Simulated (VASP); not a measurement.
A run of VASP 6.6.1 is set up as follows.

POSCAR

```
AgBr
1.0
    0.0000000000      2.8701500000      2.8701500000
    2.8701500000      0.0000000000      2.8701500000
    2.8701500000      2.8701500000      0.0000000000
Ag Br
1 1
Direct
    0.0000000000      0.0000000000      0.0000000000
    0.5000000000      0.5000000000      0.5000000000
```

File INCAR.step1:

```
SYSTEM = AgBr
ALGO = Normal ; EDIFF = 1E-8
ENCUT = 500 ; ISMEAR = 0
KPAR = 4 ; LASPH = .TRUE.
LCHARG = .FALSE. ; LREAL = .FALSE.
LWAVE = .TRUE. ; NELM = 100
PREC = Accurate ; SIGMA = 0.01
```

INCAR.step2

```
SYSTEM = AgBr
ALGO = Exact ; EDIFF = 1E-8
ENCUT = 500 ; ISMEAR = 0
ISTART = 1 ; KPAR = 4
LASPH = .TRUE. ; LCHARG = .FALSE.
LOPTICS = .TRUE. ; LREAL = .FALSE.
LWAVE = .TRUE. ; NBANDS = 312
NELM = 1 ; PREC = Accurate
SIGMA = 0.01
```

INCAR.step3

```
SYSTEM = AgBr
ALGO = EVGW0 ; EDIFF = 1E-8
ENCUT = 500 ; ENCUTGW = 200
ISMEAR = 0 ; ISTART = 1
KPAR = 4 ; LASPH = .TRUE.
LCHARG = .FALSE. ; LREAL = .FALSE.
LWAVE = .FALSE. ; NBANDS = 312
NBANDSGW = 17 ; NELMGW = 1
NOMEGA = 50 ; PREC = Accurate
PRECFOCK = Fast ; SIGMA = 0.01
```

File KPOINTS:

```
k-points
0
G
  4 4 4
  0 0 0
```

Potentials or basis: VASP PAW LDA potentials, release 64 (Ag_GW, Br_GW).

The run is started by

```sh
$ cat potpaw_LDA.64/Ag_GW/POTCAR potpaw_LDA.64/Br_GW/POTCAR > POTCAR
$ cp INCAR.step1 INCAR
$ mpirun -np 4 vasp_std > vasp.out
$ cp INCAR.step2 INCAR
$ mpirun -np 4 vasp_std > vasp.out
$ cp INCAR.step3 INCAR
$ mpirun -np 4 vasp_std > vasp.out
```

(1) Predict the quasiparticle gap.

(2) What does it give for the least direct quasiparticle gap?

(3) What does it give for the band gap on the k mesh, mean-field level?

## Answers

(1) 1.90 eV.

(2) 3.57 eV.

(3) 0.39 eV, indirect (least direct gap 2.31 eV).

Caveat: the k mesh is coarse (spacing up to 0.47 Å⁻¹), so the values aren't converged; bands, screening cutoff and mesh are small and nothing is extrapolated, so the quasiparticle values aren't converged.
